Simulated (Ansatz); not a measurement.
**Fe in Ansatz: the effect of functional**

Crystal: Fe.

```xyz
1
Lattice="-1.4713 1.4713 1.4713 1.4713 -1.4713 1.4713 1.4713 1.4713 -1.4713" Properties=species:S:1:pos:R:3 pbc="T T T"
Fe    0.0000    0.0000    0.0000
```

The cell isn't the ideal one: volume scaled by 1.06.

Alike in all runs:

- Program: Ansatz 0.2.0
- Task: single point
- Potentials or basis: Ansatz PAW
- k mesh: 13 × 13 × 13
- Occupations: fermi-dirac, width 0.05 eV
- Spin: collinear spin, ferromagnetic start
- Starting moments: [3.0] μB

**Question.** One run gave: pressure -29.6 GPa; moment 2.40 μB. Which functional did it use?
A. LDA
B. PBE
C. r2SCAN

**Answer.** A.

```tsv
functional	cutoff	pressure (GPa)	moment (μB)
LDA	420 eV (not typed: the program's choice for these potentials)	-29.6	2.40
r2SCAN	500 eV (not typed: the program's choice for these potentials)	-13.1	2.67
PBE	420 eV (not typed: the program's choice for these potentials)	-13.4	2.51
```

Caveats: the PAW data sets come from PBE, with cores solved anew for the run's functional, which leaves a small shift of forces and pressure (some runs); the magnetic or orbital state may not be the lowest (some runs).
